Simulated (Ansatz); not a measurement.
The cell is COD entry 1540836, as deposited and not checked against the literature; nothing was relaxed. The listed cell was then made from it by scaling, straining or moving an atom.

Sr: DFT, PBE, all-electron LAPW, scalar-relativistic (Ansatz 0.2.0). What sets it apart from a plain run of this crystal: volume scaled by 0.96.

Command: `ansatz run input.yaml --threads 1 --pin off --max-ram 2048MiB --backend cpu --events-out ev --progress --plain --runs-dir out` The run took about 6.2 s on 1 thread of a shared machine.

```yaml
crystal:
  lattice:
    - [4.2517498339, 0.0, 0.0]
    - [-2.125874917, 3.6821233666, 0.0]
    - [0.0, 0.0, 6.9547180496]
  atoms:
    - { symbol: Sr, position: [0.3333333333, 0.6666666667, 0.25] }
    - { symbol: Sr, position: [0.6666666667, 0.3333333333, 0.75] }
kpoints:
  mp_grid: { grid: [10, 10, 5] }
scf:
  occupations: { method: fermi_dirac, width: 0.08 }
hamiltonian:
  xc: pbe
  pseudopotentials: { kind: all_electron, lapw: { basis_error: 0.001 } }
output:
  forces: true
  stress: true
  eigenvalues: true
```

Output (standing set-up lines are left out):

```
LAPW: plane waves up to 4.335 Å⁻¹, error target 1.0e-3 eV per atom; small_component_spin mean_spin; Sr in spheres of 2.126 Å, 20 of its electrons in bands, Dirac shells []
Pseudopotential: Sr, LAPW, valence charge 20, Koelling and Harmon's equation, gaussian nucleus
Crystal: 2 atoms, lattice volume = 108.879 Å³
Basis set: ecut = 71.58883366244923 eV, 135 PW (Γ), exchange–correlation at level 2
Bands: 24, of which v1, the nominal top of the filled ones, is band 20 counted from 1 (19 counted from 0)
iter 1 solved again at ethr=5.03e-5 eV; its pass at ethr=1.00e-1 eV (dr2=2.01e-2 eV) is discarded
SCF iter   1: F=—  HF=-173038.213499 eV  |F-HF|=—  |Δ(HF+E_count)|=         —  Δρ=2.88e-3  dr2=2.00e-2  ethr=5.03e-5  ⟨swp⟩=3.4  Hψ=6510  notcnv=0
preconditioner: auto → Kerker (q_TF=auto, 2.309 Å⁻¹)  [metal: Δε(μ)=0.029 eV  Ē_g=2.352 eV  σ=0.080 eV  W_gap=0.09  n_scr=22 (ndim 8)  ℏωp=7.1 eV  f_vac=0.000  D(μ)=2.73/eV (n_scr^D=22)]
SCF iter   2: F=—  HF=-173038.222587 eV  |F-HF|=—  |Δ(HF+E_count)|=   9.09e-3  Δρ=2.24e-3  dr2=1.28e-2  ethr=5.00e-5  ⟨swp⟩=2.0  Hψ=3340  notcnv=0
SCF iter   3: F=—  HF=-173038.226815 eV  |F-HF|=—  |Δ(HF+E_count)|=   4.23e-3  Δρ=7.50e-4  dr2=1.69e-3  ethr=3.21e-5  ⟨swp⟩=2.1  Hψ=3337  notcnv=0
iter 4 solved again at ethr=1.61e-7 eV; its pass at ethr=4.23e-6 eV (dr2=6.45e-5 eV) is discarded
SCF iter   4: F=—  HF=-173038.226978 eV  |F-HF|=—  |Δ(HF+E_count)|=   1.64e-4  Δρ=1.58e-4  dr2=6.41e-5  ethr=1.61e-7  ⟨swp⟩=2.0  Hψ=5490  notcnv=0
SCF iter   5: F=—  HF=-173038.226925 eV  |F-HF|=—  |Δ(HF+E_count)|=   5.33e-5  Δρ=9.68e-5  dr2=1.81e-5  ethr=1.60e-7  ⟨swp⟩=2.0  Hψ=3340  notcnv=0
SCF iter   6: F=—  HF=-173038.226925 eV  |F-HF|=—  |Δ(HF+E_count)|=   5.04e-7  Δρ=4.61e-5  dr2=4.14e-6  ethr=4.53e-8  ⟨swp⟩=2.0  Hψ=3340  notcnv=0
SCF iter   7: F=—  HF=-173038.226926 eV  |F-HF|=—  |Δ(HF+E_count)|=   1.94e-7  Δρ=1.05e-5  dr2=2.41e-7  ethr=1.04e-8  ⟨swp⟩=2.0  Hψ=3340  notcnv=0
SCF iter   8: F=-173038.226926 eV  HF=-173038.226926 eV  |F-HF|=1.86e-8  |Δ(HF+E_count)|=   4.33e-8  Δρ=4.35e-6  dr2=2.91e-8  ethr=6.02e-10  ⟨swp⟩=2.1  Hψ=3343  notcnv=0
SCF 1 converged in 8 iterations: F = -173038.226926 eV  dr2 = 2.91e-8
SCF converged after 8 iterations
Free energy (F): -173038.226926 eV
Harris-Foulkes:  -173038.226926 eV  (|F-HF|=1.86e-8)
Internal energy: -173038.166856 eV  (E = F + TS)
E sigma→0 (E₀):  -173038.196891 eV
Entropy (-TS):   -0.060070 eV (-30.035 meV/atom)
Fermi energy:    6.050013 eV
--- Per-component energies (eV) ---
  E_band       = -2602.768952
  E_kinetic    = 178173.308697
  E_xc         = -5723.699227
  E_electrostatic = -345487.776326  (all electrons and nuclei)
  E_smearing   = -0.060070  (= −TS)
  E_closure    = 0.000000  (closes the sum)
  E_atoms      = -173034.981057  (free atoms, spherical and without spin; not in F)
  Σ components = -173038.226926   (vs F -173038.226926, Δ=0.00e0)
  Basis errors (estimates in eV, not in F): energy 2.9e-4 per atom: plane waves 2.9e-4 (1.4e-4 summed), levels above the bands 6.5e-13, relativity 4.9e-8, radial functions 4.0e-6, core shells 1.2e-9; eigenvalues (radial functions only) 7.8e-7; not estimated: angular momenta, meshes, grids; target (lapw.basis_error) 1.0e-3; muffin-tin radii Sr 2.126 Å
--- Forces (eV/Å), atoms counted from 1 ---
  atom   1  Sr    -0.00000000    -0.00000000    -0.00000000
  atom   2  Sr     0.00000000     0.00000000     0.00000000
  max |Σ_I F_I| component: 0.00e0 eV/Å
--- Stress (GPa, compression-positive) ---
        0.139786       0.000000       0.000000
        0.000000       0.139786       0.000000
        0.000000       0.000000       0.277610
  P = ⅓ Tr σ = 0.1857 GPa (1.857 kbar)
--- Band table (eV; the first three rows and the last of 42) ---
  k-point 0: bands = ["-117.5089", "-117.5089", "-117.5089", "-117.5089", "-117.5072", "-117.5072", "-117.5071", "-117.5071", "-117.5071", "-117.5071", "-30.5146", "-30.5001", "-12.6024", "-12.4318", "-12.4318", "-12.4041", "-12.4041", "-12.3995", "2.3827", "4.9100", "6.1098", "8.3680", "8.3680", "8.3681"]
  k-point 1: bands = ["-117.5089", "-117.5089", "-117.5089", "-117.5089", "-117.5072", "-117.5072", "-117.5071", "-117.5071", "-117.5071", "-117.5071", "-30.5133", "-30.5015", "-12.5836", "-12.4292", "-12.4292", "-12.4194", "-12.4068", "-12.4068", "2.5444", "4.4635", "6.4463", "8.1545", "8.3217", "8.3217"]
  k-point 2: bands = ["-117.5089", "-117.5089", "-117.5089", "-117.5089", "-117.5072", "-117.5072", "-117.5071", "-117.5071", "-117.5071", "-117.5071", "-30.5096", "-30.5051", "-12.5338", "-12.4711", "-12.4223", "-12.4223", "-12.4137", "-12.4137", "3.0065", "3.6961", "7.0206", "7.6329", "8.3168", "8.3168"]
  k-point 41: bands = ["-117.5089", "-117.5089", "-117.5089", "-117.5089", "-117.5072", "-117.5072", "-117.5071", "-117.5071", "-117.5071", "-117.5071", "-30.4968", "-30.4962", "-12.5675", "-12.5662", "-12.5262", "-12.5104", "-12.4450", "-12.4390", "5.7351", "6.0110", "6.2907", "6.4564", "6.6639", "6.8530"]
```
